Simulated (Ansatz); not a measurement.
Computed with DFT PBE, scalar-relativistic, plane waves, PAW (Ansatz). Settings: cutoff 420 eV, Γ-centred meshes spaced at most about 0.3 Å⁻¹, and about 0.25 Å⁻¹ or finer for metals (2π included), Gaussian smearing. No spin polarisation.

All energies are static (0 K, no zero-point motion).

Two forms of Mg5O were relaxed alike.

A.

```cif
data_structure
_symmetry_space_group_name_H-M 'P3m1'
_symmetry_Int_Tables_number 156
_cell_length_a 3.2399
_cell_length_b 3.2399
_cell_length_c 13.2130
_cell_angle_alpha 90.000
_cell_angle_beta 90.000
_cell_angle_gamma 120.000
_cell_volume 120.12
loop_
_atom_site_label
_atom_site_type_symbol
_atom_site_symmetry_multiplicity
_atom_site_Wyckoff_symbol
_atom_site_fract_x
_atom_site_fract_y
_atom_site_fract_z
_atom_site_occupancy
Mg1 Mg 1 a 0.00000 0.00000 0.02370 1
Mg2 Mg 1 b 0.33333 0.66667 0.22702 1
Mg3 Mg 1 c 0.66667 0.33333 0.80654 1
Mg4 Mg 1 a 0.00000 0.00000 0.41664 1
Mg5 Mg 1 b 0.33333 0.66667 0.61038 1
O1 O 1 b 0.33333 0.66667 0.07572 1
```

B.

```cif
data_structure
_symmetry_space_group_name_H-M 'P-6m2'
_symmetry_Int_Tables_number 187
_cell_length_a 3.1116
_cell_length_b 3.1116
_cell_length_c 13.0582
_cell_angle_alpha 90.000
_cell_angle_beta 90.000
_cell_angle_gamma 120.000
_cell_volume 109.49
loop_
_atom_site_label
_atom_site_type_symbol
_atom_site_symmetry_multiplicity
_atom_site_Wyckoff_symbol
_atom_site_fract_x
_atom_site_fract_y
_atom_site_fract_z
_atom_site_occupancy
Mg1 Mg 2 i 0.66667 0.33333 0.10129 1
Mg2 Mg 2 g 0.00000 0.00000 0.30047 1
Mg3 Mg 1 f 0.66667 0.33333 0.50000 1
O1 O 1 a 0.00000 0.00000 0.00000 1
```

Problem. Which would you expect to be lower, and how large is the difference?

Solution. A is lower, by 63 meV/atom. A has space group P3m1 (No. 156), 20.0 Å³/atom and no gap on its mesh; B has space group P-6m2 (No. 187), 18.2 Å³/atom and no gap. Counting Mg atoms around O (those within 1.25 times the shortest such distance or 1.15 times the sum of covalent radii), A has O 4 and B has O 6. The lower one is the more open, so pressure narrows the difference. Both come from invented guesses. The lowest form computed isn't among them: it has space group P-3m1 (No. 164), 18.2 Å³/atom and lies 46 meV/atom below the best shown.

Cells relaxed within their symmetry can be saddle points. Some candidate types were left out of the draw beforehand, so a known form may be missing.
